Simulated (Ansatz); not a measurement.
Ti3Al:

```
Ti Al
1.0
     2.92754    0.00000    0.00000
    -1.46377    2.53533    0.00000
     0.00000    0.00000    9.22636
Ti Al
3 1
Direct
  0.33333 0.66667 0.24941
  0.33333 0.66667 0.75059
  0.66667 0.33333 0.00000
  0.66667 0.33333 0.50000
```

The cell comes from a database or a generator and needn't be the stable form of this composition.

| Property | Result |
| --- | --- |
| Program | Ansatz 0.2.0 |
| Task | relaxation of cell and atoms |
| Functional | PBEsol |
| Potentials or basis | Ansatz PAW |
| Cutoff | 420 eV (not typed: the program's choice for these potentials) |
| k mesh | 10 × 10 × 3 |
| Occupations | fermi-dirac, width 0.05 eV |
| Spin | no spin polarisation |

At the start: volume 17.12 Å³/atom.

Problem. How do energy, volume and symmetry change on relaxing?

Solution. It ends after 4 steps and the volume is 16.60 Å³/atom (-3.1 %); space group P-6m2 (No. 187, to 0.05 Å).

Step by step:
| step | energy change (eV) | largest force (eV/Å) | volume (Å³) |
| --- | --- | --- | --- |
| 1 | 0.0000 | 0.0805 | 68.48 |
| 2 | -0.0238 | 0.0112 | 66.48 |
| 3 | -0.0239 | 0.0008 | 66.39 |
| 4 | -0.0236 | 0.0008 | 66.39 |

Final structure:
```
CELL_PARAMETERS angstrom
2.89523 0.00000 0.00000
-1.44761 2.50734 0.00000
0.00000 0.00000 9.14532
ATOMIC_POSITIONS crystal
Ti 0.33333 0.66667 0.24866
Ti 0.33333 0.66667 0.75134
Ti 0.66667 0.33333 0.00000
Al 0.66667 0.33333 0.50000
```

Caveat: the plane-wave basis is chosen anew once the cell has moved, so the energies of steps on either side of that aren't comparable; the PAW data sets come from PBE, with cores solved anew for the run's functional, which leaves a small shift of forces and pressure.
